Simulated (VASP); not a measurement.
Write the native input for VASP 6.6.1 that does the following.

| Quantity | Value |
| --- | --- |
| Task | single point |
| Functional | PBEsol |
| Potentials or basis | VASP PAW PBE potentials, release 64 (Cd, Se) |
| Cutoff | 900 eV |
| k mesh | 10 × 10 × 10 |
| Occupations | gaussian, width 0.02 eV |
| Spin | no spin polarisation |
| Further INCAR settings | ALGO = Normal; EDIFF = 1e-06; NBANDS = 16 |

The structure of CdSe lies in POSCAR:

```
CdSe
1.0
    0.0000000000      3.0463900000      3.0463900000
    3.0463900000      0.0000000000      3.0463900000
    3.0463900000      3.0463900000      0.0000000000
Cd Se
1 1
Direct
    0.0000000000      0.0000000000      0.0000000000
    0.2500000000      0.2500000000      0.2500000000
```

Measurements of this composition are mostly on another form, of space group No. 186.

These files were run (other wordings do the same):

INCAR

```
SYSTEM = CdSe
ALGO = Normal
EDIFF = 1E-6
ENCUT = 900
GGA = PS
ISIF = 2
ISMEAR = 0
LASPH = .TRUE.
LCHARG = .FALSE.
LREAL = .FALSE.
LWAVE = .FALSE.
NBANDS = 16
NELM = 60
PREC = Accurate
SIGMA = 0.02
```

KPOINTS

```
k-points
0
G
  10 10 10
  0 0 0
```

Potentials or basis: VASP PAW PBE potentials, release 64 (Cd, Se).

Run with:

```sh
$ cat potpaw_PBE.64/Cd/POTCAR potpaw_PBE.64/Se/POTCAR > POTCAR
$ mpirun -np 1 vasp_std > vasp.out
```

Results of the run:

| Quantity | Value |
| --- | --- |
| Pressure | 0.0 GPa |
| Band gap on the k mesh | 0.47 eV, direct |

Caveat: the PAW data sets were made with another functional, which shifts forces and pressure a little.

Wall time 46 s on 1 thread of Intel(R) Xeon(R) Platinum 8559C (Emerald Rapids), with other jobs on the host, peak memory 0.3 GiB.
